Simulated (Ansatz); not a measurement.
# Levels of theory for C (4H polytype)

All numbers come from the plane-wave code Ansatz. The calculation is spin-unpolarised, and the structure need not be a phase that has been made.

The cell is C, 4H polytype; cell and atoms were relaxed with r2SCAN. Around C lie 4 C at 1.54 Å; around C lie 4 C at 1.54–1.57 Å.

Space group P6_3/mmc (No. 194). a = 2.510 Å, b = 2.510 Å, c = 8.280 Å, α = 90.00°, β = 90.00°, γ = 120.00°
```json
{"atom": "C", "site": "4e", "symmetry": "3m.", "x": "0.0000", "y": "0.0000", "z": "0.9071"}
{"atom": "C", "site": "4f", "symmetry": "3m.", "x": "0.3333", "y": "0.6667", "z": "0.1555"}
```

Relaxed lattice by functional, symmetry kept:

| functional | k mesh | a (Å) | c (Å) | volume (Å³/atom) |
| --- | --- | --- | --- | --- |
| PBE | 12×12×4 | 2.518 | 8.304 | 5.70 |
| r2SCAN | 12×12×4 | 2.510 | 8.280 | 5.65 |
| PBEsol | 12×12×4 | 2.505 | 8.265 | 5.62 |
| LDA | 12×12×4 | 2.490 | 8.215 | 5.51 |

Gaps on the r2SCAN cell, each the least over its mesh and the special points:
```tsv
level	k mesh	gap (eV)	kind	edges	least direct gap (eV)	rough cost
LDA	12×12×4	4.53	indirect	Γ → Γ–M (0.82)	5.27	4 core-seconds
PBE	12×12×4	4.57	indirect	Γ → Γ–M (0.83)	5.32	6 core-seconds
r2SCAN	12×12×4	4.80	indirect	Γ → Γ–M (0.82)	5.59	10 core-seconds
HSE06	6×6×2	5.73	indirect	Γ → Γ–M (0.82)	6.69	70 core-seconds
DDH-PBE0	6×6×2	5.88	indirect	Γ → Γ–M (0.82)	6.77	2.2 core-minutes
PBE0	6×6×2	6.49	indirect	Γ → Γ–M (0.82)	7.44	70 core-seconds
```
PBE: smearing of 0.02 eV; the others have fixed occupations.
Wave cutoffs: 420 eV, 500 eV (r2SCAN).
Points off the special ones are mesh points or PBE's searched band edges, reused at the other levels. Set aside, since their points miss a band edge that the other levels read or their mesh is too coarse: LC-ωPBE.
Costs come from shared machines and give only the order; PBE's includes the band path. The runs had 4 threads of Arm Neoverse V1, on a shared host.

With HSE06 the valence top lies at Γ and the conduction bottom at Γ–M (0.82 of the way from Γ), 5.73 eV higher; the smallest vertical gap, at Γ, is 6.69 eV. With r2SCAN, at Γ the top three valence levels group as 2+1 from the top, spread over 232 meV.

r2SCAN covers 20 % of the step from PBE to HSE06, while HSE06 needs about 7 times r2SCAN's cost (on a coarser mesh). All these functionals give a gap of the same kind, indirect.

r2SCAN (ground state on 9×9×4): ε∞: 5.68 along x and y, 5.91 along z. Born charges, averaged over directions: C -0.01 to +0.01 e. PBE (ground state on 9×9×4): The clamped-ion dielectric constant comes out as 5.74 along x and y, 5.97 along z. Born charges, averaged over directions: C -0.01 to +0.01 e.

On the PBEsol cell (a = 2.505 Å, c = 8.265 Å), with PBEsol: The zone-centre optical frequencies run from 389 to 1316 cm⁻¹, none imaginary (the rest of the zone wasn't tested). The long-range field leaves the highest mode where it is. The clamped-ion dielectric constant comes out as 5.78 along x and y, 6.00 along z. With the ions relaxed, ε⁰ is 5.8 along x and y, 6.0 along z. Born charges, averaged over directions: C -0.01 to +0.01 e.

The meshes of the hybrids are coarse, so their gaps aren't converged to the digits shown.

The splittings at Γ are without spin-orbit coupling, which regroups them where it is of like size or larger.
